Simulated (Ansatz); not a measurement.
Crystal: KCl (Sylvite).

```
K Cl
1.0
     0.00000    3.14647    3.14647
     3.14647    0.00000    3.14647
     3.14647    3.14647    0.00000
K Cl
1 1
Direct
  0.02411 0.96514 0.97266
  0.51522 0.49274 0.49976
```

The cell isn't the ideal one: atoms moved at random, drawn with an rms of 0.15 Å.

| Property | Result |
| --- | --- |
| Program | Ansatz 0.2.0 |
| Task | relaxation of the atoms |
| Functional | r2SCAN |
| Dispersion | D4 |
| Potentials or basis | Ansatz PAW |
| Cutoff | 500 eV (not typed: the program's choice for these potentials) |
| k mesh | 6 × 6 × 6 |
| Occupations | fixed |
| Spin | no spin polarisation |

At the start: volume 31.15 Å³/atom.

**Question.** Where does the relaxation end?

**Answer.** Over 4 steps the energy falls by 13.4 meV/atom; space group Fm-3m (No. 225, to 0.05 Å).

The path:
```csv
step,energy change (eV),largest force (eV/Å)
1,0.0000,0.2905
2,-0.0203,0.1381
3,-0.0269,0.0048
4,-0.0269,0.0046
```

Final structure:
```cif
data_structure
_symmetry_space_group_name_H-M 'P 1'
_symmetry_Int_Tables_number 1
_cell_length_a 4.4498
_cell_length_b 4.4498
_cell_length_c 4.4498
_cell_angle_alpha 60.000
_cell_angle_beta 60.000
_cell_angle_gamma 60.000
_cell_volume 62.30
loop_
_atom_site_label
_atom_site_type_symbol
_atom_site_fract_x
_atom_site_fract_y
_atom_site_fract_z
_atom_site_occupancy
K1 K 0.01976 0.97870 0.98598 1
Cl1 Cl 0.51957 0.47918 0.48644 1
```

Caveat: the PAW data sets come from PBE, with cores solved anew for the run's functional, which leaves a small shift of forces and pressure; the thresholds are loose for stress.
